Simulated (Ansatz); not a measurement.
The system is Zr.

```xyz
2
Lattice="3.2320 0.0000 0.0000 -1.6160 2.7990 0.0000 0.0000 0.0000 5.1470" Properties=species:S:1:pos:R:3 pbc="T T T"
Zr    1.6160    0.9330    3.8603
Zr    0.0000    1.8660    1.2868
```

* Program: Ansatz 0.2.0
* Task: relaxation of cell and atoms
* Functional: RPBE
* Potentials or basis: all-electron LAPW, scalar-relativistic
* Basis error allowed: 0.001 eV/atom
* k mesh: 9 × 9 × 5
* Occupations: fermi-dirac, width 0.05 eV
* Spin: no spin polarisation

At the start: volume 23.28 Å³/atom.

**Question.** Where does the relaxation end?

**Answer.** Over 4 steps the energy falls by 5.9 meV/atom and the volume is 23.96 Å³/atom (+2.9 %); space group P6_3/mmc (No. 194, to 0.05 Å).

The path:
```tsv
step	energy change (eV)	largest force (eV/Å)	volume (Å³)
1	0.0000	0.0000	46.56
2	-0.0118	0.0000	47.90
3	-0.0118	0.0000	47.91
4	-0.0118	0.0000	47.91
```

Final structure:
```
Zr
1.0
     3.25670    0.00000    0.00000
    -1.62835    2.82039    0.00000
     0.00000    0.00000    5.21643
Zr
2
Direct
  0.66667 0.33333 0.75000
  0.33333 0.66667 0.25000
```
